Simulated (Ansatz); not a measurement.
**Stability test of a Li3Cl2 cell**

These are results of DFT PBE, scalar-relativistic, plane waves, PAW (Ansatz 0.2.0), not measurements. Cutoff 420 eV; k points 12×12×4 on the computed 5-atom cell (Γ-centred); Gaussian smearing, width 0.10 eV; no spin polarisation.

The cell below (5 atoms, P-3m1 (No. 164)) is relaxed within its symmetry. It is a trial structure, and others of Li3Cl2 can lie lower.

```
CELL_PARAMETERS angstrom
3.55665 0.00000 0.00000
-1.77832 3.08015 0.00000
0.00000 0.00000 8.84077
ATOMIC_POSITIONS crystal
Li 0.00000 0.00000 0.00000
Li 0.33333 0.66667 0.66104
Li 0.66667 0.33333 0.33896
Cl 0.33333 0.66667 0.17089
Cl 0.66667 0.33333 0.82911
```

For the test it was strained at random by about 1.5 %, the atoms were moved at random (σ = 0.10 Å), and all was relaxed without symmetry on a coarse k mesh with 0.1 eV smearing.

For metals, differences of a few meV/atom aren't resolved.

Question: What happens?

Answer: It returns to P-3m1 (No. 164), within 1 meV/atom of the start's energy. So it is a local minimum, stable against the distortions that fit this cell and this draw; softer or longer ones aren't excluded.

Cost: 3 runs of about 2 core-minutes in all, on Intel Xeon Platinum 8259CL (Skylake/Cascade Lake) (shared hosts).